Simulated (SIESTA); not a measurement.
## Hf under changes of volume

One of the cells (22.380 Å³/atom); the others are scaled copies at fixed shape and fractional positions:

```
Hf
1.0
     3.19670    0.00000    0.00000
    -1.59835    2.76842    0.00000
     0.00000    0.00000    5.05780
Hf
2
Direct
  0.66667 0.33333 0.75000
  0.33333 0.66667 0.25000
```

- Program: SIESTA 5.4.2
- Functional: PBE
- Potentials or basis: PseudoDojo 0.4 standard (PBE files)
- Basis: SZ (energy shift 0.003 Ry)
- Grid cutoff: 800 Ry
- Energy shift: 0.003 Ry
- k mesh: 10 × 10 × 5
- Occupations: fermi-dirac, width 0.05 eV
- Spin: no spin polarisation

```tsv
volume (Å³/atom)	energy over the lowest point (meV/atom)	pressure (GPa)
21.037	0.00	-4.0
21.485	15.48	-6.9
21.933	38.46	-9.4
22.380	?	?
22.828	103.33	-13.7
23.276	144.22	-15.4
23.723	189.75	-17.0
```

What does the run at 22.380 Å³/atom give?

Energy over the lowest point 67.87 meV/atom; pressure -11.6 GPa.

Worked out: A Birch-Murnaghan fit of order 3 (a polynomial in V^(-2/3)) to the other rows has its minimum at 20.45 Å³/atom, just outside them, with B0 = V·E''(V) = 154 GPa and B' = 3.9 at fixed shape and positions, which overstates the stiffness. It gives 67.88 meV/atom at 22.380 Å³/atom, against the run's 67.87, and -dE/dV = -11.7 GPa, against -11.6.

Energies are extrapolated to zero smearing.

Caveats: the basis has no polarisation orbitals; short orbitals over semicore shells can move pressures by several GPa; the basis of atomic orbitals isn't converged, which shifts pressures, moduli and gaps.
